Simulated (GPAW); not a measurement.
The system is Sn.

```
CELL_PARAMETERS angstrom
0.00000 3.23334 3.23334
3.23334 0.00000 3.23334
3.23334 3.23334 0.00000
ATOMIC_POSITIONS crystal
Sn 0.75000 0.75000 0.75000
Sn 0.50000 0.50000 0.50000
```

This isn't the form of Sn at room conditions, which is tetragonal (white tin).

```yaml
Program: GPAW 26.7.0
Task: relaxation of cell and atoms
Functional: BLYP
Potentials_or_basis: PAW data sets generated in the run's folder for this functional
Cutoff: 600 eV
Basis: pw
k_mesh: 7 × 7 × 7
Occupations: fermi-dirac, width 0.05 eV
Spin: no spin polarisation
```

At the start: pressure 6.1 GPa; volume 33.80 Å³/atom.

**Question.** How do energy, volume and symmetry change on relaxing?

**Answer.** Over 4 steps the energy falls by 90.3 meV/atom and the volume is 39.16 Å³/atom (+15.9 %); space group Fd-3m (No. 227, to 0.05 Å).

Step by step:
| step | energy change (eV) | largest force (eV/Å) | pressure (GPa) | volume (Å³) |
| --- | --- | --- | --- | --- |
| 1 | 0.0000 | 0.0000 | 6.12 | 67.61 |
| 2 | -0.0636 | 0.0000 | 4.66 | 69.50 |
| 3 | -0.1761 | 0.0000 | 0.72 | 76.74 |
| 4 | -0.1806 | 0.0000 | 0.11 | 78.32 |

Final structure:
```
CELL_PARAMETERS angstrom
0.00000 3.39591 3.39591
3.39591 0.00000 3.39591
3.39591 3.39591 0.00000
ATOMIC_POSITIONS crystal
Sn 0.75000 0.75000 0.75000
Sn 0.50000 0.50000 0.50000
```

Caveat: later steps reuse the first step's grids; the volume moved by over 15 % at a fixed basis, so the end points are rough; the volume moved by +16 % from the deposited cell, more than functionals usually miss.
